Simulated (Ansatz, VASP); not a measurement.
**AlCu3 in VASP and in Ansatz**

```
Al Cu
1.0
     3.63187    0.00000    0.00000
     0.00000    3.63187    0.00000
     0.00000    0.00000    3.63187
Al Cu
1 3
Direct
  0.00000 0.00000 0.00000
  0.50000 0.50000 0.00000
  0.50000 0.00000 0.50000
  0.00000 0.50000 0.50000
```

Alike in both runs: functional PBEsol; k mesh 12 × 12 × 12; occupations gaussian, width 0.1 eV; no spin polarisation.

Ansatz relaxed the structure, and its values are those at the end. VASP's run is a single point on that final structure, the one shown.

|  | VASP | Ansatz |
| --- | --- | --- |
| version | VASP 6.6.1 | Ansatz 0.2.0 |
| potentials or method | VASP PAW PBE potentials, release 64 (Al, Cu) | scalar-relativistic, plane waves, PAW |
| plane-wave cutoff (eV) | 520 | 420 |
| valence electrons in the cell | 36 | 60 |

```csv
,VASP,Ansatz,Ansatz less VASP
gap on the k mesh at the Fermi level (eV),none,none,-
pressure (GPa),0.6,0.0,-0.56
```

A gap of «none» marks a metal or a gap that the smearing closes. The two sets of potentials don't hold the same shells in valence.

Caveats: the PAW data sets were made with another functional, which shifts forces and pressure a little (VASP).
